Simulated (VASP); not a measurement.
# Se (R-3m) in VASP: a series of runs

The runs below take Se through relaxation of cell and atoms, with PBEsol.

Program: VASP 6.6.1. These are calculated values, not measurements. Logs are shortened: lines on timing, memory, paths and dates and some standing lists are left out, and cuts for length are marked.

### 1 The crystal as given

It takes space group Im-3m (No. 229, cubic). The conventional cell has a = 2.774 Å, b = 2.774 Å, c = 2.774 Å, α = 90.00°, β = 90.00°, γ = 90.00°. Around Se (site symmetry m-3m) lie 8 Se at 2.40 Å.

This isn't the form of Se at room conditions, which is trigonal, of chains.

### 2 Relaxation of cell and atoms, PBEsol, target pressure 250 GPa, at which the enthalpy is minimised

Input file INCAR:

```
SYSTEM = Se
  ALGO = Normal
  EDIFF = 1E-7
  EDIFFG = -0.15
  ENCUT = 520
  GGA = PS
  IBRION = 2
  ISIF = 3
  ISMEAR = 0
  LASPH = .True.
  LCHARG = .False.
  LREAL = .False.
  LWAVE = .False.
  NELM = 100
  NSW = 80
  PREC = Accurate
  PSTRESS = 2500
  SIGMA = 0.1
```

Input file KPOINTS:

```
k-points
0
Gamma
  21 21 21
  0 0 0
```

Input file POSCAR:

```
Se                                      
1.0
    1.9638232105      1.1338138831      0.7988951778
   -1.9638232105      1.1338138831      0.7988951778
    0.0000000000     -2.2676277662      0.7988951778
  Se            
     1
Direct
     0.0000000000000000    0.0000000000000000    0.0000000000000000
```

Potentials or basis: VASP PAW PBE potentials, release 64 (Se).

On the command line:

```bash
$ cat potpaw_PBE.64/Se/POTCAR > POTCAR
$ mpirun -np 1 vasp_std > vasp.out
```

OUTCAR:

```text
SYSTEM = Se
   EDIFF = 1E-7
   EDIFFG = -0.15
   ENCUT = 520
   GGA = PS
   IBRION = 2
   ISIF = 3
   ISMEAR = 0
   LASPH = .True.
   LREAL = .False.
   NELM = 100
   NSW = 80
   PREC = Accurate
   PSTRESS = 2500

 ion  position               nearest neighbor table
   1  0.000  0.000  0.000-

  LATTYP: Found a trigonal (rhomboedric) cell.
 ALAT       =     2.4042398027
 COS(alpha) =    -0.3343790277

  Lattice vectors:

 A1 = (   1.9638232105,   1.1338138831,   0.7988951778)
 A2 = (  -1.9638232105,   1.1338138831,   0.7988951778)
 A3 = (   0.0000000000,  -2.2676277662,   0.7988951778)

Analysis of symmetry for initial positions (statically):
=====================================================================
 Subroutine PRICEL returns:
 Original cell was already a primitive cell.

 Routine SETGRP: Setting up the symmetry group for a
 trigonal (rhombohedral) supercell.

 Subroutine GETGRP returns: Found 12 space group operations
 (whereof 12 operations were pure point group operations)
 out of a pool of 12 trial point group operations.

The static configuration has the point symmetry D_3d.

Analysis of symmetry for dynamics (positions and initial velocities):
=====================================================================
 Subroutine PRICEL returns:
 Original cell was already a primitive cell.

 Routine SETGRP: Setting up the symmetry group for a
 trigonal (rhombohedral) supercell.

 Subroutine GETGRP returns: Found 12 space group operations
 (whereof 12 operations were pure point group operations)
 out of a pool of 12 trial point group operations.

The dynamic configuration has the point symmetry D_3d.

 Subroutine INISYM returns: Found 12 space group operations
 (whereof 12 operations are pure point group operations),
 and found     1 'primitive' translations

----------------------------------------------------------------------------------------

                                     Primitive cell

  volume of cell :      10.6730

  direct lattice vectors                    reciprocal lattice vectors
     1.963823210  1.133813883  0.798895178     0.254605403  0.146996495  0.417242891
    -1.963823210  1.133813883  0.798895178    -0.254605403  0.146996495  0.417242891
     0.000000000 -2.267627766  0.798895178     0.000000000 -0.293992990  0.417242891

  length of vectors
     2.404239803  2.404239803  2.404239836     0.510415038  0.510415038  0.510415035

  position of ions in fractional coordinates (direct lattice)
     0.000000000  0.000000000  0.000000000

  ion indices of the primitive-cell ions
   primitive index   ion index
                 1           1

----------------------------------------------------------------------------------------

 KPOINTS: k-points

Automatic generation of k-mesh.
 Grid dimensions read from file:
 generate k-points for:   21   21   21

 Generating k-lattice:

  Cartesian coordinates                     Fractional coordinates (reciprocal lattice)
     0.012124067  0.006999833  0.019868709     0.047619048  0.000000000 -0.000000000
    -0.012124067  0.006999833  0.019868709     0.000000000  0.047619048 -0.000000000
     0.000000000 -0.013999666  0.019868709    -0.000000000 -0.000000000  0.047619048

  Length of vectors
     0.024305478  0.024305478  0.024305478

  Shift w.r.t. Gamma in fractional coordinates (k-lattice)
     0.000000000  0.000000000  0.000000000

 Subroutine IBZKPT returns following result:
 ===========================================

 Found    891 irreducible k-points:

 Following reciprocal coordinates:
            Coordinates               Weight
  0.000000  0.000000  0.000000      1.000000
  0.047619 -0.000000  0.000000      6.000000
  0.095238 -0.000000 -0.000000      6.000000
  0.142857 -0.000000  0.000000      6.000000
  0.190476 -0.000000 -0.000000      6.000000
  0.238095 -0.000000 -0.000000      6.000000
[... 16 lines left out ...]
 -0.428571  0.047619  0.000000     12.000000
 -0.380952  0.047619  0.000000     12.000000
 [... further k-points ...]
   k-points           NKPTS =    891   k-points in BZ     NKDIM =    891   number of bands    NBANDS=      7
   number of dos      NEDOS =    301   number of ions     NIONS =      1
   total plane-waves  NPLWV =   5832
   dimension x,y,z NGX =    18 NGY =   18 NGZ =   18
   dimension x,y,z NGXF=    36 NGYF=   36 NGZF=   36
   ions per type =               1
   NGX,Y,Z   is equivalent  to a cutoff of  12.45, 12.45, 12.45 a.u.
   NGXF,Y,Z  is equivalent  to a cutoff of  24.89, 24.89, 24.89 a.u.
 SYSTEM =  Se
   PREC   = accura    normal or accurate (medium, high low for compatibility)
   ISTART =      0    job   : 0-new  1-cont  2-samecut
   ICHARG =      2    charge: 1-file 2-atom 10-const
   ISPIN  =      1    spin polarized calculation?
   LNONCOLLINEAR =      F non collinear calculations
   LSORBIT =      F    spin-orbit coupling
   LASPH  =      T    aspherical Exc in radial PAW
   ENCUT  =  520.0 eV  38.22 Ry    6.18 a.u.   4.47  4.47  4.47*2*pi/ulx,y,z
   NELM   =    100;   NELMIN=  2; NELMDL= -5     # of ELM steps
   EDIFF  = 0.1E-06   stopping-criterion for ELM
   LREAL  =      F    real-space projection
   EDIFFG = -.1E+00   stopping-criterion for IOM
   NSW    =     80    number of steps for IOM
   IBRION =      2    ionic relax: 0-MD 1-quasi-New 2-CG
   NFREE  =      1    steps in history (QN), initial steepest desc. (CG)
   ISIF   =      3    stress and relaxation
   ISYM   =      2    0-nonsym 1-usesym 2-fastsym
   POTIM  = 0.5000    time-step for ionic-motion
   TEBEG  =    0.0;   TEEND  =   0.0 temperature during run
   PSTRESS= 2500.0 pullay stress
   NELECT =       6.0000    total number of electrons
   NUPDOWN=      -1.0000    fix difference up-down
   EMIN   =  10.00;   EMAX   =-10.00  energy-range for DOS
   EFERMI =   0.00;   METHOD = LEGACY
   ISMEAR =     0;   SIGMA  =   0.10  broadening in eV -4-tet -1-fermi 0-gaus
   EFERMI_NEDOS =   21; number of points for ismear=-14 and -15
   IALGO  =     38    algorithm
   IMIX   =      4    mixing-type and parameters
     AMIX     =   0.40;   BMIX     =  1.00
     AMIX_MAG =   1.60;   BMIX_MAG =  1.00
  volume/ion in A,a.u.               =      10.67        72.02
  Fermi-wavevector in a.u.,A,eV,Ry     =   1.351129  2.553264 24.838113  1.825550
  Thomas-Fermi vector in A             =   2.478576
   LORBIT       =      0    0 simple, 1 ext, 2 COOP (PROOUT), +10 PAW based schemes
   GGA     = PS    functional components
   LHFCALC =     F    Hartree Fock is set to
   AEXX    =    0.0000 exact exchange contribution
   IVDW    =     0    specifies the selected vdW correction
   LEPSILON=     F    determine dielectric tensor
   LRPA    =     F    only Hartree local field effects (RPA)
 conjugate gradient relaxation of ions
 non-spin polarized calculation
 Gauss-broadening in eV      SIGMA  =   0.10
  energy-cutoff  :      520.00
  volume of cell :       10.67
 maximum number of plane-waves:       321
 NGX is ok and might be reduce to    18
   NGX =  9   NGY =  9   NGZ =  9

--------------------------------------- Ionic step        1  -------------------------------------------

 number of electron       6.0000001 magnetization

 Free energy of the ion-electron system (eV)
  ---------------------------------------------------
  ext. energy  EPLUGINS =         0.00000000
  ---------------------------------------------------
  free energy    TOTEN  =        -0.41726217 eV

  energy without entropy =       -0.41557623  energy(sigma->0) =       -0.41641920

------------------------ aborting loop because EDIFF is reached ----------------------------------------

  FORCE on cell =-STRESS in cart. coord.  units (eV):
  Direction    XX          YY          ZZ          XY          YZ          ZX
  --------------------------------------------------------------------------------------
  -------------------------------------------------------------------------------------
  Total       12.5201476     12.5201481     12.5963900      0.0000000     -0.0000000      0.0000000
  in kB     1879.4675008   1879.4675800   1890.9126666      0.0000000     -0.0000000      0.0000000
  external PRESSURE =    -616.7174175 kB  Pullay stress =    2500.0000000 kB
[... 133 lines left out ...]
  enthalpy is  TOTEN    =        16.0792054672 eV   P V=       15.5424294532

--------------------------------------- Ionic step        5  -------------------------------------------

 number of electron       5.9999999 magnetization

 Free energy of the ion-electron system (eV)
  ---------------------------------------------------
  ext. energy  EPLUGINS =         0.00000000
  ---------------------------------------------------
  free energy    TOTEN  =         0.64782383 eV

  energy without entropy =        0.64888049  energy(sigma->0) =        0.64835216

 E-fermi :  17.6980     XC(G=0): -14.2029

 val. band max:       17.6748397396   @ k =   0.3333   0.1429   0.0476
 cond. band min:      17.7104779765   @ k =  -0.3333   0.3810   0.0476
 fundamental gap:      0.0356382369
 Fermi energy:        17.6980459513

 k-point     1 :       0.0000    0.0000    0.0000
  band No.  band energies     occupation
      1      -8.4442      2.00000
      2      26.5646      0.00000
      3      26.5646      0.00000
      4      26.6707      0.00000
      5      32.1139      0.00000
      6      32.1711      0.00000
      7      32.1711      0.00000
[... 221 lines left out ...]
 k-point    24 :      -0.3810    0.0476    0.0000
  band No.  band energies     occupation
      1      -3.0935      2.00000
      2       8.7704      2.00000
      3      18.6362      0.00000
      4      21.7948      0.00000
      5      26.2252      0.00000
      6      27.5813      0.00000
      7      36.4507      0.00000

 [... further k-points ...]

------------------------ aborting loop because EDIFF is reached ----------------------------------------

  FORCE on cell =-STRESS in cart. coord.  units (eV):
  Direction    XX          YY          ZZ          XY          YZ          ZX
  --------------------------------------------------------------------------------------
  -------------------------------------------------------------------------------------
  Total       15.3952773     15.3952781     15.5142375      0.0000000     -0.0000000      0.0000000
  in kB     2494.3879327   2494.3880543   2513.6622134      0.0000000     -0.0000000      0.0000000
  external PRESSURE =       0.8127335 kB  Pullay stress =    2500.0000000 kB
[... 16 lines left out ...]
  FREE ENERGIE OF THE ION-ELECTRON SYSTEM (eV)
  ---------------------------------------------------
  free  energy   TOTEN  =         0.6478238310 eV

  energy  without entropy=        0.6488804941  energy(sigma->0) =        0.64835216

  enthalpy is  TOTEN    =        16.0777386298 eV   P V=       15.4299147988

 reached required accuracy - stopping structural energy minimisation
```

It took 62 s on 1 thread of Intel Xeon 6975P-C (Granite Rapids), shared host; peak memory 0.18 GiB.

What came out:

| Property | Result |
| --- | --- |
| Free energy | 0.6478 eV |
| Relaxed volume | 9.89 Å³/atom |
| Relaxed cell | a = 2.344 Å, b = 2.344 Å, c = 2.344 Å, α = 109.53°, β = 109.53°, γ = 109.53° |
| Space group after relaxing (to 0.05 Å) | Im-3m (No. 229) |
| Energy change on relaxing (the enthalpy is what falls) | +1065.1 meV/atom |
| Ionic steps | 5 |
| Pressure after relaxing | 250.1 GPa |
| Band gap on the k mesh | none (metal or under the smearing width) |

Step by step:
| step | energy change (eV) | largest force (eV/Å) | pressure (GPa) | volume (Å³) |
| --- | --- | --- | --- | --- |
| 1 | 0.0000 | 0.0000 | 188.33 | 10.67 |
| 2 | 20.2800 | 0.0000 | 1677.55 | 5.50 |
| 3 | 0.7851 | 0.0000 | 233.57 | 10.07 |
| 4 | 0.9540 | 0.0000 | 243.49 | 9.96 |
| 5 | 1.0651 | 0.0000 | 250.08 | 9.89 |

Final structure:
```yaml
crystal:
  lattice:
    - [1.91418, 1.10515, 0.77907]
    - [-1.91418, 1.10515, 0.77907]
    - [0.00000, -2.21030, 0.77907]
  atoms:
    - { symbol: Se, position: [0.00000, 0.00000, 0.00000] }
```

Caveat: the cell is relaxed towards a set pressure, so the enthalpy falls and the energy may rise; the PAW data sets were made with another functional, which shifts forces and pressure a little; the relaxation stopped at a loose force limit of 0.15 eV/Å, so its end isn't a converged minimum.

### 3 Relaxation of cell and atoms, PBEsol, target pressure 250 GPa, at which the enthalpy is minimised

This run uses another cell than the first one, of 9.89 Å³/atom, 0.927 times its volume.

INCAR is that of step 2.

KPOINTS is that of step 2.

Input file POSCAR:

```
Se                                      
1.0
    1.9141800658      1.1051524032      0.7790725269
   -1.9141800658      1.1051524032      0.7790725269
    0.0000000000     -2.2103048063      0.7790725269
  Se            
     1
Direct
     0.0000000000000000    0.0000000000000000    0.0000000000000000
```

Potentials or basis: VASP PAW PBE potentials, release 64 (Se).

On the command line:

```bash
$ cat potpaw_PBE.64/Se/POTCAR > POTCAR
$ mpirun -np 1 vasp_std > vasp.out
```

Run time: 18 s. Hardware: 1 thread of Intel Xeon 6975P-C (Granite Rapids), shared host; peak memory 0.17 GiB.

It converged, with:

```
Free energy             : 0.6480 eV
Pressure after relaxing : 250.1 GPa
Band gap on the k mesh  : none (metal or under the smearing width)
```

Stress tensor (GPa, compression positive):
```
249.44   0.00   0.00
  0.00 249.44   0.00
  0.00   0.00 251.37
```

Final structure:
```
Se
1.0
     1.91418    1.10515    0.77907
    -1.91418    1.10515    0.77907
     0.00000   -2.21030    0.77907
Se
1
Direct
  0.00000 0.00000 0.00000
```

Levels at points of the mesh, in eV from the Fermi level:
```
           k point  band 1  band 2  band 3  band 4  band 5  band 6
(0.00, 0.00, 0.00)  -26.14    8.87    8.87    8.97   14.42   14.47
```

Caveat: the relaxation stopped at its first step, so nothing moved; the cell is relaxed towards a set pressure, so the enthalpy falls and the energy may rise; the PAW data sets were made with another functional, which shifts forces and pressure a little; the relaxation stopped at a loose force limit of 0.15 eV/Å, so its end isn't a converged minimum.
